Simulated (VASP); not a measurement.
# SiNi (P2_13) in VASP: settings compared, part 2 of 2

VASP 6.6.1.

## (4) Relaxation of cell and atoms, PBEsol

The input, INCAR:

```
  PREC = Accurate
  ENCUT = 600
  EDIFF = 1E-6
  ISMEAR = 1
  SIGMA = 0.1
  LREAL = False
  LASPH = True
  NELM = 80
  ALGO = Normal
  ISIF = 3
  LWAVE = False
  LCHARG = False
  GGA = PS
  IBRION = 2
  NSW = 90
  EDIFFG = -0.01
  KPAR = 4
```

The input, KPOINTS:

```
Automatic mesh
0
Gamma
  8 8 8
```

The input, POSCAR:

```
SiNi
1.0
    4.5036940000      0.0000000000      0.0000000000
    0.0000000000      4.5036940000      0.0000000000
    0.0000000000      0.0000000000      4.5036940000
Si Ni
4 4
Direct
    0.6531700000      0.1531700000      0.3468300000
    0.1531700000      0.3468300000      0.6531700000
    0.3468300000      0.6531700000      0.1531700000
    0.8468300000      0.8468300000      0.8468300000
    0.3504960000      0.8504960000      0.6495040000
    0.8504960000      0.6495040000      0.3504960000
    0.6495040000      0.3504960000      0.8504960000
    0.1495040000      0.1495040000      0.1495040000
```

Potentials or basis: VASP PAW PBE potentials, release 64 (Si, Ni).

On the command line:

```bash
$ cat potpaw_PBE.64/Si/POTCAR potpaw_PBE.64/Ni/POTCAR > POTCAR
$ mpirun -np 4 vasp_std > vasp.out
```

OUTCAR:

```text
PREC = Accurate
   ENCUT = 600
   EDIFF = 1E-6
   ISMEAR = 1
   LREAL = False
   LASPH = True
   NELM = 80
   ISIF = 3
   GGA = PS
   IBRION = 2
   NSW = 90
   EDIFFG = -0.01

 ion  position               nearest neighbor table
   1  0.653  0.153  0.347-   5 2.36   6 2.41   7 2.41   8 2.41   7 2.44   6 2.44   8 2.44   2 2.78
                             4 2.78   3 2.78   3 2.78   2 2.78   4 2.78
   2  0.153  0.347  0.653-   6 2.36   5 2.41   7 2.41   8 2.41   5 2.44   8 2.44   7 2.44   1 2.78
                             3 2.78   3 2.78   4 2.78   1 2.78   4 2.78
   3  0.347  0.653  0.153-   7 2.36   6 2.41   5 2.41   8 2.41   6 2.44   5 2.44   8 2.44   1 2.78
                             2 2.78   2 2.78   1 2.78   4 2.78   4 2.78
   4  0.847  0.847  0.847-   8 2.36   6 2.41   7 2.41   5 2.41   7 2.44   6 2.44   5 2.44   2 2.78
                             3 2.78   1 2.78   1 2.78   2 2.78   3 2.78
   5  0.350  0.850  0.650-   1 2.36   2 2.41   3 2.41   4 2.41   3 2.44   2 2.44   4 2.44   8 2.78
                             6 2.78   8 2.78   6 2.78   7 2.78   7 2.78
   6  0.850  0.650  0.350-   2 2.36   1 2.41   3 2.41   4 2.41   1 2.44   4 2.44   3 2.44   5 2.78
                             7 2.78   7 2.78   5 2.78   8 2.78   8 2.78
   7  0.650  0.350  0.850-   3 2.36   2 2.41   1 2.41   4 2.41   2 2.44   1 2.44   4 2.44   6 2.78
                             6 2.78   8 2.78   8 2.78   5 2.78   5 2.78
   8  0.150  0.150  0.150-   4 2.36   2 2.41   3 2.41   1 2.41   3 2.44   2 2.44   1 2.44   5 2.78
                             7 2.78   5 2.78   7 2.78   6 2.78   6 2.78

  LATTYP: Found a simple cubic cell.
 ALAT       =     4.5036940000

  Lattice vectors:

[... 204 lines left out ...]
  external PRESSURE =     -44.1974836 kB  Pullay stress =       0.0000000 kB
[... 197 lines left out ...]
--------------------------------------- Ionic step        6  -------------------------------------------

 number of electron      56.0000006 magnetization

 Free energy of the ion-electron system (eV)
  ---------------------------------------------------
  ext. energy  EPLUGINS =         0.00000000
  ---------------------------------------------------
  free energy    TOTEN  =       -51.58449061 eV

  energy without entropy =      -51.58804173  energy(sigma->0) =      -51.58567432

 E-fermi :  12.1728     XC(G=0): -12.7855

 val. band max:       12.1385434119   @ k =   0.2500   0.2500   0.2500
 cond. band min:      12.2379715913   @ k =   0.2500   0.2500   0.0000
 fundamental gap:      0.0994281794
 Fermi energy:        12.1728175427

 k-point     1 :       0.0000    0.0000    0.0000
  band No.  band energies     occupation
      1      -2.2338      2.00000
      2       3.2603      2.00000
      3       3.2603      2.00000
      4       3.2603      2.00000
      5       5.7534      2.00000
      6       5.7534      2.00000
[... 853 lines left out ...]
     32      13.9085     -0.00000
     33      14.3487      0.00000

 [... further k-points ...]

------------------------ aborting loop because EDIFF is reached ----------------------------------------

  FORCE on cell =-STRESS in cart. coord.  units (eV):
  Direction    XX          YY          ZZ          XY          YZ          ZX
  --------------------------------------------------------------------------------------
  -------------------------------------------------------------------------------------
  Total       -0.0737927     -0.0737927     -0.0737927      0.0000000      0.0000000      0.0000000
  in kB       -1.3236412     -1.3236412     -1.3236412      0.0000000      0.0000000      0.0000000
  external PRESSURE =      -1.3236412 kB  Pullay stress =       0.0000000 kB
[... 23 lines left out ...]
  FREE ENERGIE OF THE ION-ELECTRON SYSTEM (eV)
  ---------------------------------------------------
  free  energy   TOTEN  =       -51.5844906088 eV

  energy  without entropy=      -51.5880417338  energy(sigma->0) =      -51.58567432

 reached required accuracy - stopping structural energy minimisation
```

OSZICAR:

```text
N       E                     dE             d eps       ncg     rms          rms(c)
DAV:   1     0.386989697821E+03    0.38699E+03   -0.27308E+04  2970   0.226E+03
DAV:   2    -0.244637912004E+02   -0.41145E+03   -0.40365E+03  2970   0.435E+02
DAV:   3    -0.564677143415E+02   -0.32004E+02   -0.31305E+02  3264   0.145E+02
[... 52 lines left out ...]
DAV:   1    -0.515844706910E+02   -0.29976E-04   -0.26001E-02  2972   0.886E-01    0.221E-02
DAV:   2    -0.515844937324E+02   -0.23041E-04   -0.29656E-04  3782   0.178E-01    0.159E-02
DAV:   3    -0.515844923643E+02    0.13682E-05   -0.13327E-05  3556   0.462E-02    0.118E-02
DAV:   4    -0.515844911992E+02    0.11651E-05   -0.10734E-05  3620   0.442E-02    0.679E-03
DAV:   5    -0.515844906088E+02    0.59042E-06   -0.26798E-06  1933   0.245E-02
   6 F= -.51584491E+02 E0= -.51585674E+02  d E =-.123330E-03
```

It took 1.8 min on 4 MPI ranks of Intel Xeon 6975P-C (Granite Rapids), shared host; peak memory 0.3 GiB.

What came out:

```
Free energy                            : -51.5845 eV
Relaxed volume                         : 11.17 Å³/atom
Relaxed cell                           : a = 4.470 Å, b = 4.470 Å, c = 4.470 Å, α = 90.00°, β = 90.00°, γ = 90.00°
Space group after relaxing (to 0.05 Å) : P2_13 (No. 198)
Energy gained by relaxing              : 3.7 meV/atom
Ionic steps                            : 6
Pressure after relaxing                : -0.1 GPa
Largest force after relaxing           : 0.006 eV/Å
Band gap on the k mesh                 : none (metal or under the smearing width)
```

Forces in eV/Å, atoms in the order of the input:
```
Si  -0.003 -0.003  0.003
Si  -0.003  0.003 -0.003
Si   0.003 -0.003 -0.003
Si   0.003  0.003  0.003
Ni   0.003  0.003 -0.003
Ni   0.003 -0.003  0.003
Ni  -0.003  0.003  0.003
Ni  -0.003 -0.003 -0.003
```

The path:
```tsv
step	energy change (eV)	largest force (eV/Å)	pressure (GPa)	volume (Å³)
1	0.0000	0.0373	-4.42	91.35
2	0.0005	0.0076	4.85	87.25
3	-0.0294	0.0184	0.03	89.27
4	-0.0294	0.0188	-0.07	89.31
5	-0.0295	0.0115	-0.01	89.32
6	-0.0295	0.0057	-0.13	89.32
```

Final structure:
```
Si Ni
1.0
     4.47011    0.00000    0.00000
     0.00000    4.47011    0.00000
     0.00000    0.00000    4.47011
Si Ni
4 4
Direct
  0.65359 0.15359 0.34641
  0.15359 0.34641 0.65359
  0.34641 0.65359 0.15359
  0.84641 0.84641 0.84641
  0.35081 0.85081 0.64919
  0.85081 0.64919 0.35081
  0.64919 0.35081 0.85081
  0.14919 0.14919 0.14919
```

Caveat: the PAW data sets were made with another functional, which shifts forces and pressure a little. Spin polarisation is off, so any magnetic state and its effect on volume and gap are missing.

## (5) Summary

```tsv
task	level	potentials or basis	cell	gap on the mesh (eV)	pressure (GPa)	largest force (eV/Å)
relaxation of the atoms	LDA	VASP PAW LDA potentials, release 64 (Si, Ni)	atoms relaxed from: a relaxed cell with its volume scaled by 1.04	none	-7.6	0.01
relaxation of the atoms	LDA	VASP PAW LDA potentials, release 64 (Si, Ni)	atoms relaxed from: a relaxed cell with its volume scaled by 1.06	none	-10.7	0.01
relaxation of cell and atoms	PBEsol	VASP PAW PBE potentials, release 64 (Si, Ni)	relaxed	none	-0.1	0.01
```

Alike in all rows: no spin polarisation; k mesh 8 × 8 × 8; cutoff (eV) 600; smearing methfessel-paxton 0.1 eV.

Caveats: the PAW data sets were made with another functional, which shifts forces and pressure a little (some runs).

Total energies depend on the potentials used, so only differences within one code and one set of settings carry meaning.
